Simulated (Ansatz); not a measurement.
Levels of theory for InP (zincblende)

All numbers come from the PAW code Ansatz. No magnetic order and no zero-point or thermal motion.

InP in the zincblende structure, relaxed with r2SCAN. It is cubic, F-43m (No. 216); a = 5.908 Å in the conventional setting, 25.77 Å³ an atom. In has 4 P at 2.56 Å; P has 4 In at 2.56 Å.

```yaml
crystal:
  lattice:
    - [0.00000, 2.95379, 2.95379]
    - [2.95379, 0.00000, 2.95379]
    - [2.95379, 2.95379, 0.00000]
  atoms:
    - { symbol: In, position: [0.00000, 0.00000, 0.00000] }
    - { symbol: P, position: [0.25000, 0.25000, 0.25000] }
```

Relaxed lattice by functional, symmetry kept:
```tsv
functional	k mesh	a (Å)	volume (Å³/atom)
PBE	8×8×8	5.958	26.44
r2SCAN	6×6×6	5.908	25.77
```

On this one geometry the levels give:
```csv
level,k mesh,gap (eV),kind,edges,least direct gap (eV),rough cost
PBE,8×8×8,0.59,direct,Γ,0.59,7 core-seconds
PBE+SOC,8×8×8,0.56,direct,Γ,0.56,23 core-seconds
r2SCAN,8×8×8,1.03,direct,Γ,1.03,12 core-seconds
HSE06,6×6×6,1.36,direct,Γ,1.36,3 core-minutes
PBE0,6×6×6,1.96,direct,Γ,1.96,3 core-minutes
```
PBE, PBE+SOC: smearing of 0.02 eV; the others have fixed occupations.
Wave cutoffs: 420 eV, 500 eV (r2SCAN).
Costs come from shared machines and give only the order; PBE's includes the band path.

The HSE06 gap is direct at Γ: 1.36 eV. Spin-orbit coupling changes the PBE gap by -0.03 eV, to 0.56 eV; at Γ the threefold valence level splits into a fourfold and a twofold level 0.099 eV apart, the fourfold one on top.

r2SCAN covers 57 % of the step from PBE to HSE06, while HSE06 needs about 17 times r2SCAN's cost (on a coarser mesh). Spin-orbit coupling moves the least or the direct gap by up to 0.03 eV, so it can be left out where a tenth of an eV counts. All these functionals give a gap of the same kind, direct.

r2SCAN (ground state on 6×6×6): ε∞: 9.73 in all directions. Born charges, averaged over directions: In +2.58, P -2.58 e.

Only the levels marked +SOC include spin-orbit coupling.

The meshes of the hybrids are coarse, so their gaps aren't converged to the digits shown.
